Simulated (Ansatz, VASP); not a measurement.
## SiC in VASP and in Ansatz

```
CELL_PARAMETERS angstrom
0.00000 2.17400 2.17400
2.17400 0.00000 2.17400
2.17400 2.17400 0.00000
ATOMIC_POSITIONS crystal
Si 0.00000 0.00000 0.00000
C 0.76725 0.76725 0.73275
```

Change from the starting cell: all C atoms moved +0.075 Å, as atom 2 along Cartesian [0 0 1].

Alike in both runs: task single point; functional r2SCAN; k mesh 12 × 12 × 12; occupations gaussian, width 0.05 eV; no spin polarisation.

|  | VASP | Ansatz |
| --- | --- | --- |
| version | VASP 6.6.1 | Ansatz 0.2.0 |
| potentials or method | VASP PAW PBE potentials, release 64 (Si, C) | scalar-relativistic, plane waves, PAW |
| plane-wave cutoff (eV) | 520 | 500 |
| valence electrons in the cell | 8 | 8 |

```csv
,VASP,Ansatz,Ansatz less VASP
gap on the k mesh at the Fermi level (eV),1.35,1.34,-0.011
least direct gap on the mesh (eV),4.87,4.86,-0.013
pressure (GPa),1.8,2.0,+0.19
largest component of the traceless stress (GPa),4.64,4.68,+0.043
rms of the force components (eV/Å),0.857,0.859,+0.0022
```

Atom by atom the forces differ by 0.002 eV/Å (rms over components). The functional is the same, so the differences come from potentials, cutoffs and numerics.

Caveats: the PAW data sets were made with another functional, which shifts forces and pressure a little (VASP). A k mesh can miss the band edges.
